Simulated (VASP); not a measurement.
Here is a VASP 6.6.1 calculation.

Contents of POSCAR:

```
H20CO9
1.0
    6.5131880000      0.0000000000      0.0000000000
    0.0000000000      6.5131880000      0.0000000000
    0.0000000000      0.0000000000      6.5131880000
O H C
9 20 1
Direct
    0.7240693805      0.1971231293      0.3175403504
   -0.0613063833      0.0897717063      0.7287214802
    0.3557090629      0.7737378378      0.2798168884
    0.9778314398      0.5040235289      0.8179251083
    0.3553559332      0.6750918291      0.8773430154
    0.5450326323      0.0516490542      0.9374211216
    0.8784638183      0.8237440713      0.0565007489
    0.6430491489      0.5528936060      0.5450786926
    0.1447064018      0.1098386842      0.3571676420
    0.8565851316      0.1322393888      0.2960915607
    0.6528753661      0.1866213596      0.1924556761
   -0.1927473919      0.0625039535      0.6716219461
    0.0185469850      0.1184980381      0.5938720025
    0.2481580449      0.6895701460      0.3250328411
    0.3879359847      0.7285525921      0.1466102314
    0.8800759321      0.5710874613      0.7208297995
    0.9568893144      0.3612363101      0.7939122900
    0.2209056456      0.6189135029      0.8558481653
    0.4518831638      0.6023164079      0.7885999913
    0.6555315154     -0.0411933449      0.9798580971
    0.4347640510     -0.0346527691      0.8732589939
    0.9464182517      0.9077121680     -0.0521864254
    0.9069905552      0.6848719859      0.0085672331
    0.5764611739      0.6327930347      0.4325992126
    0.6639145070      0.4150809097      0.4881019863
    0.0901555429      0.4076651864      0.3087121084
    0.2332498310     -0.0114536844      0.3158361159
    0.3400024688      0.3552331055      0.4259972229
    0.2845457555      0.3050272770      0.1468865938
    0.2244522959      0.3014192128      0.3065319165
```

Contents of INCAR.step1:

```
PREC = Accurate
ENCUT = 520
ISMEAR = -1
SIGMA = 0.05
LREAL = Auto
LASPH = True
NELM = 100
NBANDS = 60
GGA = PE
ALGO = Normal
EDIFF = 1E-4
LWAVE = True
LCHARG = False
```

The input INCAR.step2:

```
PREC = Accurate
ENCUT = 520
EDIFF = 1E-7
ISMEAR = -1
SIGMA = 0.05
LREAL = Auto
LASPH = True
NELM = 100
ALGO = Normal
ISIF = 2
LWAVE = False
LCHARG = True
METAGGA = R2SCAN
LMIXTAU = True
IVDW = 12
VDW_S6 = 1.0
VDW_S8 = 0.78981345
VDW_A1 = 0.49484001
VDW_A2 = 5.73083694
LELF = True
LVHAR = True
NBANDS = 60
ISTART = 1
```

Contents of KPOINTS:

```
regular mesh
0
Gamma
  1 1 1
```

Potentials or basis: VASP PAW PBE potentials, release 64 (O, H, C).

Launch:

```bash
$ cat potpaw_PBE.64/O/POTCAR potpaw_PBE.64/H/POTCAR potpaw_PBE.64/C/POTCAR > POTCAR
$ cp INCAR.step1 INCAR
$ mpirun -np 1 vasp_gam > vasp.out
$ cp INCAR.step2 INCAR
$ mpirun -np 1 vasp_gam > vasp.out
```

**Question.** Estimate the pressure.

**Answer.** -0.3 GPa.

**Question.** Estimate the dispersion energy per atom.

**Answer.** -0.018 eV.

**Question.** What does it give for the band gap on the k mesh?

**Answer.** 5.42 eV, direct.

Forces in eV/Å, atoms in the order of the input:
```
O    0.741  0.313  1.522
O    1.835  0.844 -1.813
O    0.742  1.323  1.871
O   -0.483  1.742 -0.592
O    1.014  0.265  0.141
O   -0.980 -0.109 -0.685
O    0.595  0.617 -0.664
O   -0.422  0.473 -0.411
O   -0.373 -1.388  0.298
H    0.163 -0.101 -0.021
H   -0.986 -0.258 -1.392
H   -1.286 -0.159  0.049
H   -0.303 -0.801  1.510
H   -1.225 -1.016  0.499
H    0.287 -0.416 -2.301
H    0.472 -0.518  0.435
H   -0.136 -1.442  0.056
H   -0.735 -0.600 -0.347
H   -0.183  0.107 -0.073
H   -0.303 -0.395 -0.084
H    1.278  0.527  0.856
H   -0.355 -0.286  0.680
H   -0.181 -0.186  0.099
H    0.454 -0.367  0.854
H    0.109  0.077 -0.240
H    0.499 -0.141  0.052
H   -0.186  0.884  0.114
H   -0.617 -0.396 -1.059
H    0.167 -0.042  0.628
C    0.397  1.449  0.020
```

Caveat: the PAW data sets were made with another functional, which shifts forces and pressure a little. r2SCAN opens gaps a little over a GGA but as a rule still falls short of measured ones.
